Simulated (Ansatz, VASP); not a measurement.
# RbBr in VASP and in Ansatz

```
Rb Br
1.0
     4.12608    0.00000    0.00000
     0.00000    4.12608    0.00000
     0.00000    0.00000    4.12608
Rb Br
1 1
Direct
  0.00000 0.01818 0.00000
  0.50000 0.50000 0.50000
```

Change from the starting cell: all Rb atoms moved +0.075 Å, as atom 1 along Cartesian [0 1 0].

Alike in both runs: task single point; functional PBE; k mesh 6 × 6 × 6; occupations gaussian, width 0.05 eV; no spin polarisation.

|  | VASP | Ansatz |
| --- | --- | --- |
| version | VASP 6.6.1 | Ansatz 0.2.0 |
| potentials or method | VASP PAW PBE potentials, release 64 (Rb_sv, Br) | scalar-relativistic, plane waves, PAW |
| plane-wave cutoff (eV) | 520 | 420 |
| valence electrons in the cell | 16 | 16 |

|  | VASP | Ansatz | Ansatz less VASP |
| --- | --- | --- | --- |
| gap on the k mesh at the Fermi level (eV) | 4.08 | 4.08 | +0.002 |
| least direct gap on the mesh (eV) | 4.24 | 4.24 | +0.001 |
| pressure (GPa) | 0.9 | 0.8 | -0.02 |
| rms of the force components (eV/Å) | 0.036 | 0.035 | -0.0004 |

Atom by atom the forces differ by 0.000 eV/Å (rms over components).

A k mesh can miss the band edges.
